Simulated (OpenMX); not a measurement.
**CuO (Tenorite) under changes of volume**

One of the cells (10.366 Å³/atom); the others are scaled copies at fixed shape and fractional positions:

```
Cu O
1.0
     2.36018   -1.72475    0.00000
     2.36018    1.72475    0.00000
    -0.86625    0.00000    5.09294
Cu O
2 2
Direct
  0.49680 0.00320 0.50000
  0.00320 0.49680 0.00000
  0.40560 0.57140 0.75370
  0.57140 0.40560 0.25370
```

```yaml
Program: OpenMX 3.8.5
Functional: PBE
Potentials_or_basis: OpenMX 2013 PBE set, Cu6.0H-s3p2d2, O6.0-s2p2d1, fixed grid of 36 × 36 × 70 points
k_mesh: 11 × 11 × 5
Occupations: fermi-dirac, width 0.05 eV
Spin: no spin polarisation
```

| volume (Å³/atom) | energy over the lowest point (meV/atom) | largest force (eV/Å) |
| --- | --- | --- |
| 9.553 | 70.22 | 1.007 |
| 9.756 | ? | ? |
| 9.959 | 26.28 | 0.854 |
| 10.366 | 4.31 | 0.781 |
| 10.569 | 0.14 | 0.729 |
| 10.772 | 0.00 | 0.714 |

**Question.** What does the run at 9.756 Å³/atom give?

**Answer.** Energy over the lowest point 45.23 meV/atom; largest force 0.982 eV/Å.

Worked out: A Birch-Murnaghan fit of order 3 (a polynomial in V^(-2/3)) to the other rows has its minimum at 10.68 Å³/atom with B0 = V·E''(V) = 154 GPa and B' = 4.7 at fixed shape and positions, which overstates the stiffness. It gives 45.20 meV/atom at 9.756 Å³/atom, against the run's 45.23.

Energies are extrapolated to zero smearing.

Caveats: the basis of atomic orbitals isn't converged, which shifts pressures, moduli and gaps; the run has no spin polarisation, though such a crystal can be magnetic; forces of over 1 eV/Å show positions far from the minimum, so gaps and moduli don't describe the material at rest (some runs).
